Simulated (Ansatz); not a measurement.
## Residual resistivity of an alloy: W(100) with 4 layers of random W-V, 2x2

Wanted: resistance against the alloy's length, first W(100) with 4 layers of random W-V, 2x2.

Calculated with Ansatz 0.2.0; Ansatz plane-wave DFT, PBE, PAW files; ballistic transport by layer matching (Landauer), zero bias; PAW set soft_1.

### 1. Starting point

The cell holds 56 atoms: 54 W and 2 V. Its edges and angles: a = 6.330 Å, b = 6.330 Å, c = 22.154 Å, α = 90.0°, β = 90.0°, γ = 90.0°. It derives from W. Regions: lead, 40 atoms (40 W); scattering region, 16 atoms (14 W and 2 V). The structure is stacked along c, and the current runs across the ab planes.

### 2. With 4 alloy layers

In 4 layers a share of 0.125 of the sites is given to V at random. The layers about the cell's end stay perfect and serve as the lead. Energies from -0.05 to 0.05 eV in steps of 0.05 eV are too few for the program's thermal sum, so it prints no conductance; for a metal the transmission near the Fermi level serves, at a fraction of the cost.

input.yaml

```yaml
crystal:
  lattice:
    - [6.3296, 0.0, 0.0]
    - [0.0, 6.3296, 0.0]
    - [0.0, 0.0, 22.1536]
  atoms:
    - { symbol: W, position: [0.0, 0.0, 0.0357142857] }
    - { symbol: W, position: [0.0, 0.5, 0.0357142857] }
    - { symbol: W, position: [0.5, 0.0, 0.0357142857] }
    - { symbol: W, position: [0.5, 0.5, 0.0357142857] }
    - { symbol: W, position: [0.25, 0.25, 0.1071428571] }
    - { symbol: W, position: [0.25, 0.75, 0.1071428571] }
    - { symbol: W, position: [0.75, 0.25, 0.1071428571] }
    - { symbol: W, position: [0.75, 0.75, 0.1071428571] }
    - { symbol: W, position: [0.0, 0.0, 0.1785714286] }
    - { symbol: W, position: [0.0, 0.5, 0.1785714286] }
    - { symbol: W, position: [0.5, 0.0, 0.1785714286] }
    - { symbol: W, position: [0.5, 0.5, 0.1785714286] }
    - { symbol: W, position: [0.25, 0.25, 0.25] }
    - { symbol: W, position: [0.25, 0.75, 0.25] }
    - { symbol: W, position: [0.75, 0.25, 0.25] }
    - { symbol: W, position: [0.75, 0.75, 0.25] }
    - { symbol: W, position: [0.0, 0.0, 0.3214285714] }
    - { symbol: W, position: [0.0, 0.5, 0.3214285714] }
    - { symbol: W, position: [0.5, 0.0, 0.3214285714] }
    - { symbol: W, position: [0.5, 0.5, 0.3214285714] }
    - { symbol: W, position: [0.25, 0.25, 0.3928571429] }
    - { symbol: W, position: [0.25, 0.75, 0.3928571429] }
    - { symbol: W, position: [0.75, 0.25, 0.3928571429] }
    - { symbol: W, position: [0.75, 0.75, 0.3928571429] }
    - { symbol: W, position: [0.0, 0.0, 0.4642857143] }
    - { symbol: W, position: [0.0, 0.5, 0.4642857143] }
    - { symbol: W, position: [0.5, 0.0, 0.4642857143] }
    - { symbol: W, position: [0.5, 0.5, 0.4642857143] }
    - { symbol: W, position: [0.25, 0.25, 0.5357142857] }
    - { symbol: W, position: [0.25, 0.75, 0.5357142857] }
    - { symbol: W, position: [0.75, 0.25, 0.5357142857] }
    - { symbol: W, position: [0.75, 0.75, 0.5357142857] }
    - { symbol: V, position: [0.0, 0.0, 0.6071428571] }
    - { symbol: W, position: [0.0, 0.5, 0.6071428571] }
    - { symbol: W, position: [0.5, 0.0, 0.6071428571] }
    - { symbol: V, position: [0.5, 0.5, 0.6071428571] }
    - { symbol: W, position: [0.25, 0.25, 0.6785714286] }
    - { symbol: W, position: [0.25, 0.75, 0.6785714286] }
    - { symbol: W, position: [0.75, 0.25, 0.6785714286] }
    - { symbol: W, position: [0.75, 0.75, 0.6785714286] }
    - { symbol: W, position: [0.0, 0.0, 0.75] }
    - { symbol: W, position: [0.0, 0.5, 0.75] }
    - { symbol: W, position: [0.5, 0.0, 0.75] }
    - { symbol: W, position: [0.5, 0.5, 0.75] }
    - { symbol: W, position: [0.25, 0.25, 0.8214285714] }
    - { symbol: W, position: [0.25, 0.75, 0.8214285714] }
    - { symbol: W, position: [0.75, 0.25, 0.8214285714] }
    - { symbol: W, position: [0.75, 0.75, 0.8214285714] }
    - { symbol: W, position: [0.0, 0.0, 0.8928571429] }
    - { symbol: W, position: [0.0, 0.5, 0.8928571429] }
    - { symbol: W, position: [0.5, 0.0, 0.8928571429] }
    - { symbol: W, position: [0.5, 0.5, 0.8928571429] }
    - { symbol: W, position: [0.25, 0.25, 0.9642857143] }
    - { symbol: W, position: [0.25, 0.75, 0.9642857143] }
    - { symbol: W, position: [0.75, 0.25, 0.9642857143] }
    - { symbol: W, position: [0.75, 0.75, 0.9642857143] }
kpoints:
  mp_grid: { grid: [4, 4, 1] }
hamiltonian:
  xc: pbe
  pseudopotentials: { kind: paw, azcp: { folder: soft_1 } }
scf:
  occupations: { method: fermi_dirac, width: 0.1 }
output:
  transmission: { leads: [[0, 4]], kmesh: [8, 8], e_range: [-0.05, 0.05], de: 0.05 }
  write_potential: true
  write_density: true
  volumetric_format: npy
```

Started as:

```bash
$ ansatz run input.yaml --threads 4 --pin off --max-ram 15360MiB --backend cpu --events-out ev --progress --plain --runs-dir out
```

Numbers of over 12 decimals in the logs are rounded to 6 here.

The program printed:

```text
Engine: ansatz 0.2.0, aarch64-unknown-linux-gnu
Pseudopotentials: kind: paw
Pseudopotential: W, paw, valence charge 14, recommended cutoff 420 eV (normal), soft_1/W.paw.azcp
Pseudopotential: V, paw, valence charge 13, recommended cutoff 420 eV (normal), soft_1/V.paw.azcp
Functional definition: PBE
  parameter kappa = 0.804
  parameter beta = 0.066725
  exchange = pbe_x(kappa = kappa, mu = beta*pi^2/3)
  correlation = pbe_c(beta = beta)
Crystal: 56 atoms, lattice volume = 887.558 Å³
Basis set: ecut = 420 eV, 17351 PW (Γ)
Bands: 470, of which v1, the nominal top of the filled ones, is band 391 counted from 1 (390 counted from 0)
Symmetry: 32 space group operations
Space group: P4/mmm (ITA 123), of the structure as read, at distance tolerance 9.6e-5 Å
k-points: 6 of 16
Non-local potential: W, projectors of the file, l = 0: 3, l = 1: 2, l = 2: 2, l = 3: 1
Non-local potential: V, projectors of the file, l = 0: 3, l = 1: 2, l = 2: 3, l = 3: 1
PAW form: soft (Blöchl's): semilocal exchange-correlation on the pseudo side does not see the compensation charge
PAW one-centre angular grid: W, 590 points (default); XC on 64 Gauss nodes
PAW one-centre angular grid: V, 590 points (default); XC on 64 Gauss nodes
Initial density: superposition of atomic densities (chi_scale 0.1, normalization cell, long waves of neutral atoms (reshape's long-wave potential 2.66 eV rms, cloud 3.15 Å wide))
Initial wavefunctions: pseudopotential atomic-orbital guess
Functional: x = pbe(κ = 0.804, μ = 0.219515), c = pbe(β = 0.066725)
SCF iter   1: F=—  HF=-566702.003237 eV  |F-HF|=—  |Δ(HF+E_count)|=         —  Δρ=1.70e-1  dr2=9.65e2  ethr=3.10e-3  ⟨swp⟩=4.8  Hψ=10316  notcnv=0  defer=6
preconditioner: auto → Kerker (q_TF=auto, 2.671 Å⁻¹)  [metal: Δε(μ)=0.012 eV  Ē_g=5.268 eV  σ=0.100 eV  W_gap=0.03  n_scr=294 (ndim 8)  ℏωp=22.8 eV  f_vac=0.000  D(μ)=28.31/eV (n_scr^D=220)]
SCF iter   2: F=—  HF=-566673.177086 eV  |F-HF|=—  |Δ(HF+E_count)|=    2.88e1  Δρ=4.45e-2  dr2=8.29e1  ethr=3.10e-3  ⟨swp⟩=3.0  Hψ=5970  notcnv=0  defer=66
SCF iter   3: F=—  HF=-566667.194484 eV  |F-HF|=—  |Δ(HF+E_count)|=    5.98e0  Δρ=2.13e-2  dr2=2.81e1  ethr=3.10e-3  ⟨swp⟩=2.7  Hψ=4992  notcnv=0  defer=1
SCF iter   4: F=—  HF=-566665.742883 eV  |F-HF|=—  |Δ(HF+E_count)|=    1.45e0  Δρ=5.21e-3  dr2=2.65e0  ethr=3.10e-3  ⟨swp⟩=2.8  Hψ=4583  notcnv=0  defer=1
SCF iter   5: F=—  HF=-566665.648651 eV  |F-HF|=—  |Δ(HF+E_count)|=   9.42e-2  Δρ=1.40e-3  dr2=2.85e-1  ethr=3.39e-4  ⟨swp⟩=2.2  Hψ=3495  notcnv=0  defer=1
SCF iter   6: F=—  HF=-566665.643107 eV  |F-HF|=—  |Δ(HF+E_count)|=   5.54e-3  Δρ=5.80e-4  dr2=2.89e-2  ethr=3.64e-5  ⟨swp⟩=1.0  Hψ=2819  notcnv=0  defer=1
SCF iter   7: F=—  HF=-566665.642566 eV  |F-HF|=—  |Δ(HF+E_count)|=   5.41e-4  Δρ=1.84e-4  dr2=2.08e-3  ethr=3.70e-6  ⟨swp⟩=1.0  Hψ=2819  notcnv=0  defer=1
SCF iter   8: F=—  HF=-566665.642522 eV  |F-HF|=—  |Δ(HF+E_count)|=   4.41e-5  Δρ=2.48e-5  dr2=8.69e-5  ethr=2.66e-7  ⟨swp⟩=2.0  Hψ=4016  notcnv=0  defer=1
SCF iter   9: F=—  HF=-566665.641837 eV  |F-HF|=—  |Δ(HF+E_count)|=   6.85e-4  Δρ=7.76e-6  dr2=2.67e-6  ethr=1.11e-8  ⟨swp⟩=1.8  Hψ=3119  notcnv=0  defer=1
SCF iter  10: F=—  HF=-566665.641837 eV  |F-HF|=—  |Δ(HF+E_count)|=   1.05e-7  Δρ=1.80e-6  dr2=1.08e-7  ethr=3.41e-10  ⟨swp⟩=2.0  Hψ=2870  notcnv=0  defer=1
SCF iter  11: F=-566665.641837 eV  HF=-566665.641837 eV  |F-HF|=6.29e-9  |Δ(HF+E_count)|=   6.05e-9  Δρ=4.69e-7  dr2=6.75e-9  ethr=1.28e-11  ⟨swp⟩=5.8  Hψ=6124  notcnv=0
SCF 1 converged in 11 iterations: F = -566665.641837 eV  dr2 = 6.75e-9
  greatest PAW one-centre occupation: 1.000 electrons in one spin orbital (limit 2), on the V atom at site 35 (counted from 0), in its partial waves of l = 0
transmission: 42 of 420 steps passed
transmission: 84 of 420 steps passed
[...]
transmission: 420 of 420 steps passed
SCF converged after 11 iterations
Free energy (F): -566665.641837 eV
Harris-Foulkes:  -566665.641837 eV  (|F-HF|=6.29e-9)
Internal energy: -566664.817122 eV  (E = F + TS)
E sigma→0 (E₀):  -566665.229479 eV
Entropy (-TS):   -0.824715 eV (-14.727 meV/atom)
Fermi energy:    22.137645 eV
--- Per-component energies (eV) ---
  E_band       = -4931.336762
  E_kinetic    = 23354.149535
  E_local      = -31429.634950  (includes V_loc(G=0)·N_el)
  E_nonlocal   = -1216.302105
  E_hartree    = 13170.717893
  E_xc         = -14686.451098
  E_vxc        = -12784.074259  (∫ρ·V_xc dr)
  E_paw        = -465453.179245  (= ΣΔE_a)
  E_vpaw       = -9196.920995  (= ΣTr[D̂ρ^β])
  E_aug_tail   = 0.010027  (compensation charges beyond the density's cutoff)
  E_ewald      = -90404.127178
  E_smearing   = -0.824715  (= −TS)
  E_closure    = -0.000000  (closes the sum)
  Σ components = -566665.641837   (vs F -566665.641837, Δ=0.00e0)
--- Band table (eV; the first three rows and the last of 6) ---
  k-point 0: bands = [... 387 lower, 22.0720, 22.1478, 22.1478, 22.1654, 22.1654, 22.3032, 22.3032, 22.3057, ... 75 higher]
  k-point 1: bands = [... 387 lower, 21.8574, 21.9141, 21.9204, 22.1045, 22.1057, 22.1834, 22.1880, 22.3179, ... 75 higher]
  k-point 2: bands = [... 387 lower, 21.6274, 22.1844, 22.1844, 22.2000, 22.2000, 22.4706, 22.4706, 22.5950, ... 75 higher]
  k-point 5: bands = [... 387 lower, 20.6171, 21.4582, 21.4582, 21.5293, 21.5293, 22.2882, 22.2882, 22.2988, ... 75 higher]
--- Transmission ---
  basis      : 349 plane waves across, 28 finite elements along
  points     : 15, standing for a mesh of 8 x 8
  energies   : 3 from -0.050000 to 0.050000 eV about the Fermi level, 0.050000 eV apart; the leads are filled to 0.000000 eV, and channels, transmission and decay are at 0.000000 eV
  crystal 0  : W4, at the sites [0, 4], period 1.5824 Å, over 20.57 Å; its Hamiltonian steps by up to 2.3 meV
    offset         : up to 0.0000 Å between an atom of the period and one for which it stands
    channels       : 5.781250e0 a spin
    conductance    : none, the energies end too early or step too widely for 300 K: set another output.transmission.e_range or a lower de, or, where they end at an eighth of basis.ecutwfc, a higher one
    slowest decay  : 0.0287 /Å at (0.5000, 0.5000)
  junction   : crystal 0 to crystal 0, 2.47 to 23.04 Å
    transmission   : 4.483391e0 a spin
    conductance    : none, the energies end too early or step too widely for 300 K: set another output.transmission.e_range or a lower de, or, where they end at an eighth of basis.ecutwfc, a higher one
```

It took 6.8 min on 4 threads of Arm Neoverse V1, shared host; peak memory 7.6 GiB; 23 min of CPU time.

This run has no spin polarisation, although V can carry a moment.

Numbers from this step:

```yaml
free_energy: -566665.6418 eV
energy_at_zero_smearing: -566665.2295 eV
fermi_energy: 22.14 eV
cell_area: 40.06 Å²
transmission_per_spin_nearest_the_fermi_level: 4.483
open_channels_per_spin_nearest_the_fermi_level: 5.781
step_of_the_lead_s_potential: 2.3 meV
```

Per spin. Table of transmission, zone mean by energy, zero at the Fermi level:

```
energy (eV)  transmission, zone mean
    -0.0500                     4.40
     0.0000                     4.48
     0.0500                     4.46
```

Per spin. Open channels, zone mean, lead against energy, zero at the Fermi level:

```
energy (eV)  open channels, zone mean, lead
    -0.0500                            5.28
     0.0000                            5.78
     0.0500                            5.53
```

Transmission over k1 and k2. At 0.0000 eV from the Fermi level.

Ten even steps from '0' (0.0) to '9' (13.6):
```
00123210
11134311
22389832
33499943
22389832
11134311
00123210
00123210
```
Columns: k1 (b1) from -0.5 to 0.375; rows upwards: k2 (b2) from -0.5 to 0.375.

Open channels over k1 and k2. At 0.0000 eV from the Fermi level.

Ten even steps from '_' (0.0) to '@' (14.0):
```
..__::::++::::__
..::::++##++::::
::::++@@@@@@++::
++++##@@@@@@##++
::::++@@@@@@++::
..::::++##++::::
..__::::++::::__
__....::++::....
```
Columns: k1 (b1) from -0.5 to 0.375; rows upwards: k2 (b2) from -0.5 to 0.375.

Over the solved energies the transmission per spin lies between 4.40 and 4.48, out of 5.53 channels of the lead on average (up to 5.78).

### 3. With 8 alloy layers

In 8 layers a share of 0.125 of the sites is given to V at random. A fresh draw is used; the growth of the resistance with length is what counts.

System of this step: W(100) with 8 layers of random W-V, 2x2. The cell holds 72 atoms: 68 W and 4 V. Cell: a = 6.330 Å, b = 6.330 Å, c = 28.483 Å, α = 90.0°, β = 90.0°, γ = 90.0°. It derives from W. Regions: lead, 40 atoms (40 W); scattering region, 32 atoms (28 W and 4 V). The structure is stacked along c, and the current runs across the ab planes.

input.yaml

```yaml
crystal:
  lattice:
    - [6.3296, 0.0, 0.0]
    - [0.0, 6.3296, 0.0]
    - [0.0, 0.0, 28.4832]
  atoms:
    - { symbol: W, position: [0.0, 0.0, 0.0277777778] }
    - { symbol: W, position: [0.0, 0.5, 0.0277777778] }
    - { symbol: W, position: [0.5, 0.0, 0.0277777778] }
    - { symbol: W, position: [0.5, 0.5, 0.0277777778] }
    - { symbol: W, position: [0.25, 0.25, 0.0833333333] }
    - { symbol: W, position: [0.25, 0.75, 0.0833333333] }
    - { symbol: W, position: [0.75, 0.25, 0.0833333333] }
    - { symbol: W, position: [0.75, 0.75, 0.0833333333] }
    - { symbol: W, position: [0.0, 0.0, 0.1388888889] }
    - { symbol: W, position: [0.0, 0.5, 0.1388888889] }
    - { symbol: W, position: [0.5, 0.0, 0.1388888889] }
    - { symbol: W, position: [0.5, 0.5, 0.1388888889] }
    - { symbol: W, position: [0.25, 0.25, 0.1944444444] }
    - { symbol: W, position: [0.25, 0.75, 0.1944444444] }
    - { symbol: W, position: [0.75, 0.25, 0.1944444444] }
    - { symbol: W, position: [0.75, 0.75, 0.1944444444] }
    - { symbol: W, position: [0.0, 0.0, 0.25] }
    - { symbol: W, position: [0.0, 0.5, 0.25] }
    - { symbol: W, position: [0.5, 0.0, 0.25] }
    - { symbol: W, position: [0.5, 0.5, 0.25] }
    - { symbol: W, position: [0.25, 0.25, 0.3055555556] }
    - { symbol: W, position: [0.25, 0.75, 0.3055555556] }
    - { symbol: V, position: [0.75, 0.25, 0.3055555556] }
    - { symbol: W, position: [0.75, 0.75, 0.3055555556] }
    - { symbol: W, position: [0.0, 0.0, 0.3611111111] }
    - { symbol: W, position: [0.0, 0.5, 0.3611111111] }
    - { symbol: W, position: [0.5, 0.0, 0.3611111111] }
    - { symbol: W, position: [0.5, 0.5, 0.3611111111] }
    - { symbol: W, position: [0.25, 0.25, 0.4166666667] }
    - { symbol: W, position: [0.25, 0.75, 0.4166666667] }
    - { symbol: W, position: [0.75, 0.25, 0.4166666667] }
    - { symbol: W, position: [0.75, 0.75, 0.4166666667] }
    - { symbol: W, position: [0.0, 0.0, 0.4722222222] }
    - { symbol: W, position: [0.0, 0.5, 0.4722222222] }
    - { symbol: W, position: [0.5, 0.0, 0.4722222222] }
    - { symbol: W, position: [0.5, 0.5, 0.4722222222] }
    - { symbol: V, position: [0.25, 0.25, 0.5277777778] }
    - { symbol: W, position: [0.25, 0.75, 0.5277777778] }
    - { symbol: W, position: [0.75, 0.25, 0.5277777778] }
    - { symbol: W, position: [0.75, 0.75, 0.5277777778] }
    - { symbol: W, position: [0.0, 0.0, 0.5833333333] }
    - { symbol: W, position: [0.0, 0.5, 0.5833333333] }
    - { symbol: W, position: [0.5, 0.0, 0.5833333333] }
    - { symbol: W, position: [0.5, 0.5, 0.5833333333] }
    - { symbol: W, position: [0.25, 0.25, 0.6388888889] }
    - { symbol: W, position: [0.25, 0.75, 0.6388888889] }
    - { symbol: V, position: [0.75, 0.25, 0.6388888889] }
    - { symbol: W, position: [0.75, 0.75, 0.6388888889] }
    - { symbol: W, position: [0.0, 0.0, 0.6944444444] }
    - { symbol: W, position: [0.0, 0.5, 0.6944444444] }
    - { symbol: W, position: [0.5, 0.0, 0.6944444444] }
    - { symbol: V, position: [0.5, 0.5, 0.6944444444] }
    - { symbol: W, position: [0.25, 0.25, 0.75] }
    - { symbol: W, position: [0.25, 0.75, 0.75] }
    - { symbol: W, position: [0.75, 0.25, 0.75] }
    - { symbol: W, position: [0.75, 0.75, 0.75] }
    - { symbol: W, position: [0.0, 0.0, 0.8055555556] }
    - { symbol: W, position: [0.0, 0.5, 0.8055555556] }
    - { symbol: W, position: [0.5, 0.0, 0.8055555556] }
    - { symbol: W, position: [0.5, 0.5, 0.8055555556] }
    - { symbol: W, position: [0.25, 0.25, 0.8611111111] }
    - { symbol: W, position: [0.25, 0.75, 0.8611111111] }
    - { symbol: W, position: [0.75, 0.25, 0.8611111111] }
    - { symbol: W, position: [0.75, 0.75, 0.8611111111] }
    - { symbol: W, position: [0.0, 0.0, 0.9166666667] }
    - { symbol: W, position: [0.0, 0.5, 0.9166666667] }
    - { symbol: W, position: [0.5, 0.0, 0.9166666667] }
    - { symbol: W, position: [0.5, 0.5, 0.9166666667] }
    - { symbol: W, position: [0.25, 0.25, 0.9722222222] }
    - { symbol: W, position: [0.25, 0.75, 0.9722222222] }
    - { symbol: W, position: [0.75, 0.25, 0.9722222222] }
    - { symbol: W, position: [0.75, 0.75, 0.9722222222] }
kpoints:
  mp_grid: { grid: [4, 4, 1] }
hamiltonian:
  xc: pbe
  pseudopotentials: { kind: paw, azcp: { folder: soft_1 } }
scf:
  occupations: { method: fermi_dirac, width: 0.1 }
output:
  transmission: { leads: [[0, 4]], kmesh: [8, 8], e_range: [-0.05, 0.05], de: 0.05 }
  write_potential: true
  write_density: true
  volumetric_format: npy
```

The program printed:

```text
[...]
Crystal: 72 atoms, lattice volume = 1141.146 Å³
Basis set: ecut = 420 eV, 22299 PW (Γ)
Bands: 603, of which v1, the nominal top of the filled ones, is band 502 counted from 1 (501 counted from 0)
Symmetry: 1 space group operations
[...]
k-points: 10 of 16 (time reversal used)
[...]
SCF iter   1: F=—  HF=-717957.794233 eV  |F-HF|=—  |Δ(HF+E_count)|=         —  Δρ=2.00e-1  dr2=1.53e3  ethr=3.10e-3  ⟨swp⟩=4.2  Hψ=21947  notcnv=0  defer=29
[...]
SCF iter  12: F=-717894.178552 eV  HF=-717894.178552 eV  |F-HF|=2.79e-8  |Δ(HF+E_count)|=   1.00e-8  Δρ=4.13e-7  dr2=2.84e-8  ethr=9.96e-12  ⟨swp⟩=8.4  Hψ=12770  notcnv=0
SCF 1 converged in 12 iterations: F = -717894.178552 eV  dr2 = 2.84e-8
[...]
transmission: 123 of 1224 steps passed
transmission: 249 of 1224 steps passed
[...]
transmission: 1224 of 1224 steps passed
SCF converged after 12 iterations
Free energy (F): -717894.178552 eV
[...]
Internal energy: -717893.106896 eV  (E = F + TS)
E sigma→0 (E₀):  -717893.642724 eV
Entropy (-TS):   -1.071656 eV (-14.884 meV/atom)
Fermi energy:    21.893676 eV
[...]
--- Band table (eV; the first three rows and the last of 10) ---
  k-point 0: bands = [... 498 lower, 21.9236, 21.9241, 21.9413, 21.9459, 21.9773, 21.9780, 21.9827, 21.9887, ... 97 higher]
  k-point 1: bands = [... 498 lower, 21.8881, 21.8940, 21.8971, 21.9017, 21.9254, 21.9330, 21.9422, 21.9534, ... 97 higher]
  k-point 2: bands = [... 498 lower, 21.6674, 21.6734, 22.0616, 22.0628, 22.0723, 22.0791, 22.1571, 22.1641, ... 97 higher]
  k-point 9: bands = [... 498 lower, 20.5202, 20.6377, 21.3400, 21.3648, 21.3777, 21.3993, 22.1355, 22.1424, ... 97 higher]
--- Transmission ---
  basis      : 349 plane waves across, 36 finite elements along
  points     : 34, standing for a mesh of 8 x 8
[...]
channels       : 5.281250e0 a spin
[...]
slowest decay  : 0.0364 /Å at (0.5000, 0.5000)
  junction   : crystal 0 to crystal 0, 0.70 to 27.60 Å
    transmission   : 4.046100e0 a spin
[...]
```

Elapsed: 26 min, on 4 threads; peak memory 7.9 GiB.

This step gave:

```yaml
free_energy: -717894.1786 eV
energy_at_zero_smearing: -717893.6427 eV
fermi_energy: 21.89 eV
transmission_per_spin_nearest_the_fermi_level: 4.046
open_channels_per_spin_nearest_the_fermi_level: 5.281
step_of_the_lead_s_potential: 5.5 meV
```

Per spin. The transmission, zone mean by energy, zero at the Fermi level:

```
energy (eV)  transmission, zone mean
    -0.0500                     4.07
     0.0000                     4.05
     0.0500                     4.00
```

Over the solved energies the transmission per spin lies between 4.00 and 4.07, out of 5.32 channels of the lead on average (up to 5.78).

[end of part 1 of 2]

[Logs are printed without paths, hosts, clocks, repeated set-up lines and the standing remarks that a program may print on its own settings, such as how far it seeks lower states.]

[Hosts, paths, dates, database ids (printed as entryN), source tags and the programs' standing remarks are cut or masked in the printed files.]
